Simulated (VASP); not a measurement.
Input of a VASP 6.6.1 run:

Contents of INCAR:

```
PREC     = Accurate       # precision mode
ENCUT    = 520            # plane-wave cutoff, eV
EDIFF    = 1E-7           # SCF threshold, eV
ISMEAR   = 0              # smearing method
SIGMA    = 0.1            # smearing width, eV
LREAL    = False          # projectors in reciprocal space
LASPH    = True           # aspherical terms in the spheres
NELM     = 100            # most SCF steps
ALGO     = Fast           # electronic algorithm
ISIF     = 3              # what is computed and relaxed
LWAVE    = False          # write WAVECAR
LCHARG   = False          # write CHGCAR
GGA      = PE             # functional
IBRION   = 2              # ionic algorithm
NSW      = 80             # ionic steps
EDIFFG   = -0.002         # ionic threshold
```

Contents of KPOINTS:

```
regular mesh
0
Gamma
  28 28 28
```

File POSCAR:

```
Cu                                      
1.0
    0.0000000000      1.8166048972      1.8166048972
    1.8166048972     -0.0000000000      1.8166048972
    1.8166048972      1.8166048972      0.0000000000
  Cu            
     1
Direct
     0.0000000000000000    0.0000000000000000    0.0000000000000000
```

Potentials or basis: VASP PAW PBE potentials, release 64 (Cu).

Launch:

```console
$ cat potpaw_PBE.64/Cu/POTCAR > POTCAR
$ mpirun -np 1 vasp_std > vasp.out
```

(1) Estimate the relaxed volume.

(2) Estimate the space group after relaxing (to 0.05 Å).

(3) What does it give for the band gap on the k mesh?

(4) Predict the relaxed cell.

Results:

(1) 12.00 Å³/atom.

(2) Fm-3m (No. 225).

(3) none (metal or under the smearing width).

(4) a = 2.570 Å, b = 2.570 Å, c = 2.570 Å, α = 60.00°, β = 60.00°, γ = 60.00°.
